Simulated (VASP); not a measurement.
# Lu (Fm-3m) in VASP: single point with PBE

Aim: the single point of Lu with PBE.

Everything below comes from runs of VASP 6.6.1. Logs are shortened: lines on timing, memory, paths and dates and some standing lists are left out, and cuts for length are marked.

## 1. The undisturbed crystal

Symmetry: Fm-3m, No. 225, cubic system. The conventional cell has a = 4.882 Å, b = 4.882 Å, c = 4.882 Å, α = 90.00°, β = 90.00°, γ = 90.00°. Lu (site symmetry m-3m) has 12 Lu at 3.45 Å as nearest neighbours.

This isn't the form of Lu at room conditions, which is hcp.

## 2. Single point, PBE (volume scaled by 0.68, LAPW)

File INCAR:

```
  ALGO = Normal
  EDIFF = 1E-6
  ENCUT = 520
  GGA = PE
  ISIF = 2
  ISMEAR = -1
  LASPH = True
  LCHARG = True
  LELF = True
  LREAL = False
  LVHAR = True
  LWAVE = False
  NBANDS = 18
  NELM = 100
  PREC = Accurate
  SIGMA = 0.1
```

File KPOINTS:

```
k-points
0
Gamma
  15 15 15
```

File POSCAR:

```
Lu
1.0
    0.0000000000      2.1464623866      2.1464623866
    2.1464623866      0.0000000000      2.1464623866
    2.1464623866      2.1464623866      0.0000000000
Lu
1
Direct
    0.0000000000      0.0000000000      0.0000000000
```

Potentials or basis: VASP PAW PBE potentials, release 64 (Lu).

The run is started by

```bash
cat potpaw_PBE.64/Lu/POTCAR > POTCAR
mpirun -np 1 vasp_std > vasp.out
```

OUTCAR:

```text
EDIFF = 1E-6
   ENCUT = 520
   GGA = PE
   ISIF = 2
   ISMEAR = -1
   LASPH = True
   LREAL = False
   NELM = 100
   PREC = Accurate

 ion  position               nearest neighbor table
   1  0.000  0.000  0.000-

  LATTYP: Found a face centered cubic cell.
 ALAT       =     4.2929247732

  Lattice vectors:

 A1 = (   0.0000000000,   2.1464623866,   2.1464623866)
 A2 = (   2.1464623866,   0.0000000000,   2.1464623866)
 A3 = (   2.1464623866,   2.1464623866,   0.0000000000)

Analysis of symmetry for initial positions (statically):
=====================================================================
 Subroutine PRICEL returns:
 Original cell was already a primitive cell.

 Routine SETGRP: Setting up the symmetry group for a
 face centered cubic supercell.

 Subroutine GETGRP returns: Found 48 space group operations
 (whereof 48 operations were pure point group operations)
 out of a pool of 48 trial point group operations.

The static configuration has the point symmetry O_h .

Analysis of symmetry for dynamics (positions and initial velocities):
=====================================================================
 Subroutine PRICEL returns:
 Original cell was already a primitive cell.

 Routine SETGRP: Setting up the symmetry group for a
 face centered cubic supercell.

 Subroutine GETGRP returns: Found 48 space group operations
 (whereof 48 operations were pure point group operations)
 out of a pool of 48 trial point group operations.

The dynamic configuration has the point symmetry O_h .

 Subroutine INISYM returns: Found 48 space group operations
 (whereof 48 operations are pure point group operations),
 and found     1 'primitive' translations

----------------------------------------------------------------------------------------

                                     Primitive cell

  volume of cell :      19.7788

  direct lattice vectors                    reciprocal lattice vectors
     0.000000000  2.146462387  2.146462387    -0.232941422  0.232941422  0.232941422
     2.146462387  0.000000000  2.146462387     0.232941422 -0.232941422  0.232941422
     2.146462387  2.146462387  0.000000000     0.232941422  0.232941422 -0.232941422

  length of vectors
     3.035556218  3.035556218  3.035556218     0.403466378  0.403466378  0.403466378

  position of ions in fractional coordinates (direct lattice)
     0.000000000  0.000000000  0.000000000

  ion indices of the primitive-cell ions
   primitive index   ion index
                 1           1

----------------------------------------------------------------------------------------

 KPOINTS: k-points

Automatic generation of k-mesh.
 Grid dimensions read from file:
 generate k-points for:   15   15   15

 Generating k-lattice:

  Cartesian coordinates                     Fractional coordinates (reciprocal lattice)
    -0.015529428  0.015529428  0.015529428     0.066666667  0.000000000  0.000000000
     0.015529428 -0.015529428  0.015529428     0.000000000  0.066666667  0.000000000
     0.015529428  0.015529428 -0.015529428     0.000000000  0.000000000  0.066666667

  Length of vectors
     0.026897759  0.026897759  0.026897759

  Shift w.r.t. Gamma in fractional coordinates (k-lattice)
     0.000000000  0.000000000  0.000000000

 Subroutine IBZKPT returns following result:
 ===========================================

 Found    120 irreducible k-points:

 Following reciprocal coordinates:
            Coordinates               Weight
  0.000000  0.000000  0.000000      1.000000
  0.066667  0.000000  0.000000      8.000000
  0.133333  0.000000  0.000000      8.000000
  0.200000  0.000000  0.000000      8.000000
  0.266667  0.000000  0.000000      8.000000
  0.333333  0.000000  0.000000      8.000000
[... 16 lines left out ...]
  0.133333  0.133333  0.000000      6.000000
  0.200000  0.133333  0.000000     24.000000
 [... further k-points ...]
   k-points           NKPTS =    120   k-points in BZ     NKDIM =    120   number of bands    NBANDS=     18
   number of dos      NEDOS =    301   number of ions     NIONS =      1
   total plane-waves  NPLWV =  13824
   dimension x,y,z NGX =    24 NGY =   24 NGZ =   24
   dimension x,y,z NGXF=    48 NGYF=   48 NGZF=   48
   ions per type =               1
   NGX,Y,Z   is equivalent  to a cutoff of  13.14, 13.14, 13.14 a.u.
   NGXF,Y,Z  is equivalent  to a cutoff of  26.29, 26.29, 26.29 a.u.
 SYSTEM =  unknown system
   PREC   = accura    normal or accurate (medium, high low for compatibility)
   ISTART =      0    job   : 0-new  1-cont  2-samecut
   ICHARG =      2    charge: 1-file 2-atom 10-const
   ISPIN  =      1    spin polarized calculation?
   LNONCOLLINEAR =      F non collinear calculations
   LSORBIT =      F    spin-orbit coupling
   LASPH  =      T    aspherical Exc in radial PAW
   ENCUT  =  520.0 eV  38.22 Ry    6.18 a.u.   5.64  5.64  5.64*2*pi/ulx,y,z
   NELM   =    100;   NELMIN=  2; NELMDL= -5     # of ELM steps
   EDIFF  = 0.1E-05   stopping-criterion for ELM
   LREAL  =      F    real-space projection
   EDIFFG = 0.1E-04   stopping-criterion for IOM
   NSW    =      0    number of steps for IOM
   IBRION =     -1    ionic relax: 0-MD 1-quasi-New 2-CG
   NFREE  =      0    steps in history (QN), initial steepest desc. (CG)
   ISIF   =      2    stress and relaxation
   ISYM   =      2    0-nonsym 1-usesym 2-fastsym
   POTIM  = 0.5000    time-step for ionic-motion
   TEBEG  =    0.0;   TEEND  =   0.0 temperature during run
   PSTRESS=    0.0 pullay stress
   NELECT =      25.0000    total number of electrons
   NUPDOWN=      -1.0000    fix difference up-down
   EMIN   =  10.00;   EMAX   =-10.00  energy-range for DOS
   EFERMI =   0.00;   METHOD = LEGACY
   ISMEAR =    -1;   SIGMA  =   0.10  broadening in eV -4-tet -1-fermi 0-gaus
   EFERMI_NEDOS =   21; number of points for ismear=-14 and -15
   IALGO  =     38    algorithm
   IMIX   =      4    mixing-type and parameters
     AMIX     =   0.40;   BMIX     =  1.00
     AMIX_MAG =   1.60;   BMIX_MAG =  1.00
  volume/ion in A,a.u.               =      19.78       133.47
  Fermi-wavevector in a.u.,A,eV,Ry     =   1.770061  3.344930 42.628628  3.133116
  Thomas-Fermi vector in A             =   2.836926
   LORBIT       =      0    0 simple, 1 ext, 2 COOP (PROOUT), +10 PAW based schemes
   GGA     = PE    functional components
   LHFCALC =     F    Hartree Fock is set to
   AEXX    =    0.0000 exact exchange contribution
   IVDW    =     0    specifies the selected vdW correction
   LEPSILON=     F    determine dielectric tensor
   LRPA    =     F    only Hartree local field effects (RPA)
 non-spin polarized calculation
  energy-cutoff  :      520.00
  volume of cell :       19.78
 maximum number of plane-waves:       547
   NGX = 11   NGY = 11   NGZ = 11

 number of electron      24.9999999 magnetization

 Free energy of the ion-electron system (eV)
  ---------------------------------------------------
  ext. energy  EPLUGINS =         0.00000000
  ---------------------------------------------------
  free energy    TOTEN  =        -3.79633940 eV

  energy without entropy =       -3.76964035  energy(sigma->0) =       -3.78298987

 E-fermi :   3.9311     XC(G=0): -12.6995

 val. band max:        3.9186984377   @ k =  -0.4667   0.2000   0.0000
 cond. band min:       3.9723077828   @ k =   0.4667   0.2667   0.1333
 fundamental gap:      0.0536093451
 Fermi energy:         3.9311284683

 k-point     1 :       0.0000    0.0000    0.0000
  band No.  band energies     occupation
      1     -51.7007      2.00000
      2     -21.6324      2.00000
      3     -21.6324      2.00000
      4     -21.6324      2.00000
      5      -2.9627      2.00000
      6      -0.7900      2.00000
[... 10 lines left out ...]
     17      10.1860      0.00000
     18      16.0953      0.00000

 k-point     2 :       0.0667    0.0000    0.0000
  band No.  band energies     occupation
      1     -51.6937      2.00000
      2     -21.7143      2.00000
      3     -21.6417      2.00000
      4     -21.6417      2.00000
      5      -2.7646      2.00000
      6      -0.7852      2.00000
[... 10 lines left out ...]
     17      10.0576      0.00000
     18      16.5267      0.00000

 k-point     3 :       0.1333    0.0000    0.0000
  band No.  band energies     occupation
      1     -51.6740      2.00000
      2     -21.9399      2.00000
      3     -21.6679      2.00000
      4     -21.6679      2.00000
      5      -2.2066      2.00000
      6      -0.7708      2.00000
[... 10 lines left out ...]
     17       9.8060      0.00000
     18      17.4469      0.00000

 k-point     4 :       0.2000    0.0000    0.0000
  band No.  band energies     occupation
      1     -51.6448      2.00000
      2     -22.2582      2.00000
      3     -21.7061      2.00000
      4     -21.7061      2.00000
      5      -1.4002      2.00000
      6      -0.7468      2.00000
[... 10 lines left out ...]
     17       9.7747      0.00000
     18      16.9648      0.00000

 k-point     5 :       0.2667    0.0000    0.0000
  band No.  band energies     occupation
      1     -51.6111      2.00000
      2     -22.6055      2.00000
      3     -21.7496      2.00000
      4     -21.7495      2.00000
      5      -0.7595      2.00000
      6      -0.6682      2.00000
[... 10 lines left out ...]
     17      10.2596      0.00000
     18      16.0723      0.00000

 k-point     6 :       0.3333    0.0000    0.0000
  band No.  band energies     occupation
      1     -51.5787      2.00000
      2     -22.9217      2.00000
      3     -21.7907      2.00000
      4     -21.7907      2.00000
      5      -0.7438      2.00000
      6      -0.6268      2.00000
[... 307 lines left out ...]
 k-point    21 :      -0.1333    0.0667    0.0000
  band No.  band energies     occupation
      1     -51.6596      2.00000
      2     -22.0686      2.00000
      3     -21.7399      2.00000
      4     -21.6648      2.00000
      5      -1.7986      2.00000
      6      -0.7596      2.00000
[... 10 lines left out ...]
     17      10.2081      0.00000
     18      17.9161      0.00000

 k-point    22 :      -0.0667    0.0667    0.0000
  band No.  band energies     occupation
      1     -51.6825      2.00000
      2     -21.8271      2.00000
      3     -21.6861      2.00000
      4     -21.6439      2.00000
      5      -2.4458      2.00000
      6      -0.7772      2.00000
[... 10 lines left out ...]
     17      10.1484      0.00000
     18      17.1854      0.00000

 k-point    23 :       0.1333    0.1333    0.0000
  band No.  band energies     occupation
      1     -51.6651      2.00000
      2     -21.9337      2.00000
      3     -21.7328      2.00000
      4     -21.7328      2.00000
      5      -1.9535      2.00000
      6      -0.7639      2.00000
[... 10 lines left out ...]
     17      10.5761      0.00000
     18      18.2231      0.00000

 k-point    24 :       0.2000    0.1333    0.0000
  band No.  band energies     occupation
      1     -51.6434      2.00000
      2     -22.1408      2.00000
      3     -21.7829      2.00000
      4     -21.7696      2.00000
      5      -1.3422      2.00000
      6      -0.7457      2.00000
[... 10 lines left out ...]
     17      10.7506      0.00000
     18      19.0431      0.00000

 [... further k-points ...]

------------------------ aborting loop because EDIFF is reached ----------------------------------------

  FORCE on cell =-STRESS in cart. coord.  units (eV):
  Direction    XX          YY          ZZ          XY          YZ          ZX
  --------------------------------------------------------------------------------------
  -------------------------------------------------------------------------------------
  Total        4.0045291      4.0045291      4.0045291      0.0000000      0.0000000      0.0000000
  in kB      324.3860666    324.3860666    324.3860666      0.0000000      0.0000000      0.0000000
  external PRESSURE =     324.3860666 kB  Pullay stress =       0.0000000 kB

 VOLUME and BASIS-vectors are now :
 -----------------------------------------------------------------------------
  energy-cutoff  :      520.00
  volume of cell :       19.78
      direct lattice vectors                 reciprocal lattice vectors
     0.000000000  2.146462387  2.146462387    -0.232941422  0.232941422  0.232941422
     2.146462387  0.000000000  2.146462387     0.232941422 -0.232941422  0.232941422
     2.146462387  2.146462387  0.000000000     0.232941422  0.232941422 -0.232941422

 POSITION                                       TOTAL-FORCE (eV/Angst)
 -----------------------------------------------------------------------------------
      0.00000      0.00000      0.00000         0.000000      0.000000      0.000000
 -----------------------------------------------------------------------------------
    total drift:                                0.000000     -0.000000     -0.000000

  FREE ENERGIE OF THE ION-ELECTRON SYSTEM (eV)
  ---------------------------------------------------
  free  energy   TOTEN  =        -3.7963393960 eV

  energy  without entropy=       -3.7696403537  energy(sigma->0) =       -3.78298987
```

It took 24 s on 1 thread of Intel Xeon Platinum 8488C (Sapphire Rapids), shared host; peak memory 0.18 GiB.

What came out:

```yaml
Free_energy: -3.7963 eV
Pressure: 32.4 GPa
Band_gap_on_the_k_mesh: none (metal or under the smearing width)
```

Caveat: so large a pressure means that the cell lies far from this level's equilibrium, or that cutoff or potentials fall short.
